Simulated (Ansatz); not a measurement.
Consider the cleavage of the Si–Ge bond: `O=[CH][GeH2][SiH3]` + acetic acid → `CC(=O)O[SiH3]` + `O=[CH][GeH3]`.

Computed with Ansatz on PBE0-D4/def2-TZVP structures; ΔE is electronic, products minus reactants. CBS: MP2 limit from def2 TZ/QZ plus the TZ coupled-cluster correction, frozen cores. Functionals use def2-TZVPP. B3LYP here is the variant with VWN-RPA as its local correlation; programs differ in this. For Ge outer-core shells are correlated without core-valence functions, which leaves a few kJ/mol of doubt a bond. Scalar relativity is left out up to krypton. Each species was taken in one conformer, which may not be the lowest.

(1) Is it downhill or uphill in electronic energy at CCSD(T)/CBS, and by how much? (An estimate is asked.)

(2) What do these levels give: PBE-D4, r2SCAN-D4, B2PLYP, B3LYP, HF/def2-TZVPP, MP2/def2-TZVPP? (Estimate.)

Largest T1 diagnostic among the species: 0.015.

Answers

(1) Ansatz gave: Downhill: ΔE = -0.62 eV.

(2) Computed: PBE-D4 -0.39, r2SCAN-D4 -0.54, B2PLYP -0.64, B3LYP -0.59, HF/def2-TZVPP -0.82, MP2/def2-TZVPP -0.67 eV.

In def2-TZVPP, CCSD(T) changes the Hartree–Fock value by +0.19 eV (the triples alone add +0.02 eV) and MP2 by +0.15 eV. From PBE to PBE0 (25 % exact exchange), in def2-TZVPP and without D4, ΔE moves by −0.07 eV.
